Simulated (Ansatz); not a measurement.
Crystal: Al.

```xyz
1
Lattice="0.0000 2.0248 2.0248 2.0248 0.0000 2.0248 2.0248 2.0248 0.0000" Properties=species:S:1:pos:R:3 pbc="T T T"
Al    0.0000    0.0000    0.0000
```

| Property | Result |
| --- | --- |
| Program | Ansatz 0.2.0 |
| Task | relaxation of cell and atoms |
| Functional | r2SCAN |
| Dispersion | D3(BJ) |
| Potentials or basis | Ansatz PAW |
| Cutoff | 500 eV (not typed: the program's choice for these potentials) |
| k mesh | 11 × 11 × 11 |
| Occupations | fermi-dirac, width 0.05 eV |
| Spin | no spin polarisation |

At the start: volume 16.60 Å³/atom.

Problem. How do energy, volume and symmetry change on relaxing?

Solution. It ends after 5 steps and the volume is 15.66 Å³/atom (-5.7 %); space group Fm-3m (No. 225, to 0.05 Å).

The path:
```
step  energy change (eV)  largest force (eV/Å)  volume (Å³)
   1              0.0000                0.0000        16.60
   2             -0.0142                0.0000        15.42
   3             -0.0152                0.0000        15.68
   4             -0.0152                0.0000        15.66
   5             -0.0152                0.0000        15.66
```

Final structure:
```yaml
crystal:
  lattice:
    - [0.00000, 1.98567, 1.98567]
    - [1.98567, 0.00000, 1.98567]
    - [1.98567, 1.98567, 0.00000]
  atoms:
    - { symbol: Al, position: [0.00000, 0.00000, 0.00000] }
```

The cell as given is a measured one (16.60 Å³/atom); r2SCAN+D3(BJ) puts the equilibrium volume -5.7 % from it, thermal expansion not counted.

Caveat: the plane-wave basis is chosen anew once the cell has moved, so the energies of steps on either side of that aren't comparable; the PAW data sets come from PBE, with cores solved anew for the run's functional, which leaves a small shift of forces and pressure; the dispersion damping was fitted for another functional or another form of the correction.
